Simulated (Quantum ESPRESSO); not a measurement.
NiO2:

```
Ni O
1.0
     2.79878    0.00000    0.00000
    -1.39939    2.42382    0.00000
     0.00000    0.00000    4.61827
Ni O
1 2
Cartesian
  0.0000 0.0000 2.3091
  0.0000 1.6159 1.3576
  1.3994 0.8079 3.2607
```

The cell comes from a database or a generator and needn't be the stable form of this composition.

Base run:

* Program: Quantum ESPRESSO 7.5
* Functional: PBEsol
* Potentials or basis: GBRV 1.5 PBEsol
* Cutoff: 612 eV
* Density cutoff: 4898 eV
* k mesh: 11 × 11 × 6
* Occupations: fermi-dirac, width 0.05 eV
* Spin: collinear spin, ferromagnetic start
* Starting moments: [1.0, 0.0, 0.0] μB

Its results: band gap on the k mesh 0.92 eV, indirect (least direct gap 1.18 eV); pressure -4.1 GPa; net moment 0.00 μB per cell; largest force 0.414 eV/Å.

**Question.** The run is repeated on the same cell with these changes: functional from PBEsol to LDA; potentials or basis from GBRV 1.5 PBEsol to GBRV 1.5 LDA. What comes out?

**Answer.** Band gap on the k mesh 0.87 eV, indirect (least direct gap 1.14 eV); pressure -10.4 GPa; net moment 0.00 μB per cell; largest force 0.778 eV/Å.

Caveats: an odd mesh through Γ misses points on the zone boundary, where band edges often lie (some runs).
